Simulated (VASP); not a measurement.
Be: relaxation of cell and atoms with PBEsol

Be:

```
Be
1.0
     0.00000    1.57905    1.57905
     1.57905    0.00000    1.57905
     1.57905    1.57905    0.00000
Be
1
Cartesian
  0.0000 0.0000 0.0000
```

The cell was built by a generator and needn't be a form met in nature.

```json
{
  "Program": "VASP 6.6.1",
  "Task": "relaxation of cell and atoms",
  "Functional": "PBEsol",
  "Potentials or basis": "VASP PAW PBE potentials, release 64 (Be)",
  "Cutoff": "600 eV",
  "k mesh": "14 × 14 × 14",
  "Occupations": "fermi-dirac, width 0.05 eV",
  "Spin": "no spin polarisation",
  "Target pressure": "10 GPa",
  "Further INCAR settings": "ALGO = Normal; EDIFF = 1e-06; IBRION = 2; EDIFFG = -0.01; NSW = 60; ISIF = 3"
}
```

```yaml
Relaxed_volume: 7.28 Å³/atom
Relaxed_cell: a = 2.175 Å, b = 2.175 Å, c = 2.175 Å, α = 60.00°, β = 60.00°, γ = 60.00°
Space_group_after_relaxing_to_0.05_Å: Fm-3m (No. 225)
Energy_change_on_relaxing_the_enthalpy_is_what_falls: +15.5 meV/atom
Ionic_steps: 2
Pressure_after_relaxing: 9.9 GPa
Band_gap_on_the_k_mesh: none (metal or under the smearing width)
```

The path:
| step | energy change (eV) | largest force (eV/Å) | pressure (GPa) | volume (Å³) |
| --- | --- | --- | --- | --- |
| 1 | 0.0000 | 0.0000 | -0.97 | 7.87 |
| 2 | 0.0155 | 0.0000 | 9.89 | 7.28 |

Final structure:
```
CELL_PARAMETERS angstrom
0.00000 1.53798 1.53798
1.53798 0.00000 1.53798
1.53798 1.53798 0.00000
ATOMIC_POSITIONS crystal
Be 0.00000 0.00000 0.00000
```

Levels at points of the mesh, in eV from the Fermi level:
```
           k point  band 1  band 2  band 3  band 4  band 5
(0.00, 0.00, 0.00)  -12.25   20.79   20.79   20.79   30.70
(0.50, 0.00, 0.00)   -5.57    0.35   17.65   17.65   27.65
(0.50, 0.50, 0.00)   -2.78    4.24   10.18   10.18   15.97
```

It took 2.5 s on 1 thread of Intel(R) Xeon(R) 6975P-C (Granite Rapids) (shared host), peak memory 0.12 GiB.

Caveat: the cell is relaxed towards a set pressure, so the enthalpy falls and the energy may rise; the PAW data sets were made with another functional, which shifts forces and pressure a little.
